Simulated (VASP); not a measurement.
CaO under changes of volume

One of the cells (16.839 Å³/atom); the others are scaled copies at fixed shape and fractional positions:

```xyz
4
Lattice="4.0184 0.0000 0.0000 -2.0092 3.4800 0.0000 0.0000 0.0000 4.8165" Properties=species:S:1:pos:R:3 pbc="T T T"
Ca    2.0092    1.1600    1.2041
Ca    0.0000    2.3200    3.6124
O     2.0092    1.1600    3.6124
O     0.0000    2.3200    1.2041
```

The cell comes from a database or a generator and needn't be the stable form of this composition.

```yaml
Program: VASP 6.6.1
Functional: PBE
Potentials_or_basis: VASP PAW PBE potentials, release 64 (Ca_sv, O)
Cutoff: 520 eV
k_mesh: 8 × 8 × 6
Occupations: fermi-dirac, width 0.05 eV
Spin: no spin polarisation
```

```csv
volume (Å³/atom),energy over the lowest point (meV/atom),pressure (GPa),gap on the mesh (eV)
15.518,30.68,8.0,3.38
15.848,16.42,5.6,3.30
16.179,6.86,3.4,3.23
16.839,0.00,-0.3,3.09
17.169,?,?,?
17.499,6.93,-3.3,2.96
```

**Question.** What does the run at 17.169 Å³/atom give?

**Answer.** Energy over the lowest point 1.92 meV/atom; pressure -1.8 GPa; gap on the mesh 3.02 eV.

Worked out: A Birch-Murnaghan fit of order 3 (a polynomial in V^(-2/3)) to the other rows has its minimum at 16.81 Å³/atom with B0 = V·E''(V) = 85 GPa and B' = 4.2 at fixed shape and positions, which overstates the stiffness. It gives 1.92 meV/atom at 17.169 Å³/atom, against the run's 1.92, and -dE/dV = -1.7 GPa, against -1.8. A straight line through the other rows of the gap, of slope -3.48 eV per unit of ln V (its deformation potential), gives 3.02 eV, against the run's 3.02.

Energies are extrapolated to zero smearing.

A mesh can miss the band edges.
